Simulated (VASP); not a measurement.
TaN: band structure with PBE

The system is TaN.

```xyz
4
Lattice="2.9218 0.0000 0.0000 -1.4609 2.5303 0.0000 0.0000 0.0000 5.9165" Properties=species:S:1:pos:R:3 pbc="T T T"
Ta    0.0000    0.0000    2.9583
Ta    0.0000    0.0000    0.0000
N     0.0000    1.6869    1.4791
N     1.4609    0.8434    4.4374
```

The cell comes from a database or a generator and needn't be the stable form of this composition.

* Program: VASP 6.6.1
* Task: band structure
* Functional: PBE
* Potentials or basis: VASP PAW PBE potentials, release 64 (Ta_pv, N)
* Cutoff: 520 eV
* k mesh: 7 × 7 × 4
* Occupations: fermi-dirac, width 0.05 eV
* Spin: spin-orbit coupling, no magnetisation
* Further INCAR settings: ALGO = Normal; EDIFF = 1e-06

```
Pressure                                              : 0.1 GPa
Valence electrons inside the program's atomic spheres : Ta 8.98; N 3.71
```

Stress tensor (GPa, compression positive):
```
-0.61  0.00  0.00
 0.00 -0.61  0.00
 0.00  0.00  1.40
```

Run time: 2.4 min on 1 thread of Intel(R) Xeon(R) 6975P-C (Granite Rapids) (shared host), peak memory 0.34 GiB.
